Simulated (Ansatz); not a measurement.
# AlNi: the cost of one run

Program: Ansatz 0.2.0. Level of theory: DFT PBE, scalar-relativistic. These are calculated values, not measurements.

## 1. Starting point

The structure is cubic, space group Pm-3m (No. 221). The conventional cell has a = 2.881 Å, b = 2.881 Å, c = 2.881 Å, α = 90.00°, β = 90.00°, γ = 90.00°. Around Al (site symmetry m-3m) lie 8 Ni at 2.50 Å. Ni (site symmetry m-3m) has 8 Al at 2.50 Å as nearest neighbours.

Structure file:

```
Al Ni
1.0
     2.88100    0.00000    0.00000
     0.00000    2.88100    0.00000
     0.00000    0.00000    2.88100
Al Ni
1 1
Direct
  0.00000 0.00000 0.00000
  0.50000 0.50000 0.50000
```

Atoms are numbered in the order of the input: Al1, Ni2.

## 2. The deformed structure

Space group Pm-3m before, P4/mmm after.

## 3. Full-potential LAPW

input.yaml

```yaml
crystal:
  lattice:
    - [2.881, 0.0, 0.0]
    - [0.0, 2.881, 0.0]
    - [0.0, 0.0, 2.79457]
  atoms:
    - { symbol: Al, position: [0.0, 0.0, 0.0] }
    - { symbol: Ni, position: [0.5, 0.5, 0.5], spin: 1.5 }
magnetization:
  spin_polarized: true
kpoints:
  mp_grid: { grid: [13, 13, 13] }
  band_path:
    path:
      - [0.0, 0.0, 0.0]
      - [0.0, 0.5, 0.0]
      - [0.5, 0.5, 0.0]
      - [0.0, 0.0, 0.0]
      - [0.0, 0.0, 0.5]
      - [0.0, 0.5, 0.5]
      - [0.5, 0.5, 0.5]
      - [0.0, 0.0, 0.5]
      - [0.0, 0.5, 0.0]
    npoints: 5
scf:
  occupations: { method: fermi_dirac, width: 0.05 }
hamiltonian:
  xc: pbe
  pseudopotentials: { kind: all_electron, lapw: { basis_error: 0.0005 } }
output:
  forces: true
  stress: true
  eigenvalues: true
```

On the command line:

```
$ ansatz run input.yaml --threads 1 --pin off --max-ram 3072MiB --backend cpu --events-out ev --progress --plain --runs-dir out
```

Q: Estimate wall time and peak memory on 1 thread of Arm Neoverse V1, shared host.

About 78 s, with a peak of 0.82 GiB.
